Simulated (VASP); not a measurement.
# TiAl: kinetic-energy density

TiAl, P4/mmm (no. 123), 2 atoms in the cell. PBE; PAW potentials Ti_sv, Al (PBE set).

## Input

INCAR:
```
PREC = Accurate
ENCUT = 520
EDIFF = 1E-7
ISMEAR = 1
SIGMA = 0.1
LREAL = False
LASPH = True
ALGO = Normal
NELM = 100
ISIF = 2
LWAVE = False
LCHARG = True
LTAU = True
```

KPOINTS:
```
k-points
0
Gamma
  8 8 6
```

POSCAR:
```
TiAl
1.0
    2.8373000000      0.0000000000      0.0000000000
    0.0000000000      2.8373000000      0.0000000000
    0.0000000000      0.0000000000      4.0591000000
Ti Al
1 1
Direct
    0.0000000000      0.0000000000      0.0000000000
    0.5000000000      0.5000000000      0.5000000000
```

Commands:
```
cat potpaw_PBE.64/Ti_sv/POTCAR potpaw_PBE.64/Al/POTCAR > POTCAR
mpirun -np 1 vasp_std > vasp.out
```

## Result

- Kinetic energy of the pseudo orbitals (eV): 285.98

VASP 6.6.1 took 10 s on 1 core (Intel Xeon Platinum 8488C (Sapphire Rapids)), a shared host.
